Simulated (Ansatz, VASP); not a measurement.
Given: the input of a run of Ansatz 0.2.0 on GaSb.

File input.yaml:

```yaml
crystal:
  lattice:
    - [0.0, 3.059, 3.059]
    - [3.059, 0.0, 3.059]
    - [3.059, 3.059, 0.0]
  atoms:
    - { symbol: Sb, position: [0.75, 0.75, 0.75] }
    - { symbol: Ga, position: [0.0, 0.0, 0.0] }
hamiltonian:
  xc: revpbe
  pseudopotentials: { kind: paw }
  dispersion: d3bj
kpoints:
  mp_grid: { grid: [8, 8, 8] }
scf:
  occupations: { method: fermi_dirac, width: 0.05 }
output:
  forces: true
  stress: true
  eigenvalues: true
```

Potentials or basis: Ansatz PAW.

Command:

```sh
$ ansatz run input.yaml --threads 2 --pin off --max-ram 5120MiB --backend cpu --events-out ev --progress --plain --runs-dir out
```

Q: Set up the same calculation for VASP 6.6.1. Potentials there: VASP PAW PBE potentials, release 64 (Sb, Ga_d).

A: As run (the cutoff follows the program's own potentials):

Contents of INCAR:

```
SYSTEM = GaSb
PREC = Accurate ; ENCUT = 520
EDIFF = 1E-7 ; ISMEAR = -1
SIGMA = 0.05 ; LREAL = .FALSE.
LASPH = .TRUE. ; NELM = 60
ALGO = Normal ; ISIF = 2
LWAVE = .FALSE. ; LCHARG = .FALSE.
GGA = RE ; IVDW = 12
NBANDS = 16
```

Contents of KPOINTS:

```
regular mesh
0
G
  8 8 8
  0 0 0
```

File POSCAR:

```
GaSb
1.0
    0.0000000000      3.0590000000      3.0590000000
    3.0590000000      0.0000000000      3.0590000000
    3.0590000000      3.0590000000      0.0000000000
Sb Ga
1 1
Direct
    0.7500000000      0.7500000000      0.7500000000
    0.0000000000      0.0000000000      0.0000000000
```

Potentials or basis: VASP PAW PBE potentials, release 64 (Sb, Ga_d).

Command:

```bash
$ cat potpaw_PBE.64/Sb/POTCAR potpaw_PBE.64/Ga_d/POTCAR > POTCAR
$ mpirun -np 1 vasp_std > vasp.out
```

Both were run:

|  | VASP | Ansatz | Ansatz less VASP |
| --- | --- | --- | --- |
| gap on the k mesh at the Fermi level (eV) | 0.11 | 0.11 | -0.001 |
| least direct gap on the mesh (eV) | 0.11 | 0.11 | -0.001 |
| pressure (GPa) | -0.4 | -0.4 | -0.07 |
| dispersion energy (meV/atom) | -627.4 | -627.5 | -0.09 |

The two sets of potentials don't hold the same shells in valence.

Caveats: spin-orbit coupling is left out, which moves the levels of the heavy elements; the PAW data sets were made with another functional, which shifts forces and pressure a little (VASP); the PAW data sets come from PBE, with cores solved anew for the run's functional, which leaves a small shift of forces and pressure (Ansatz).
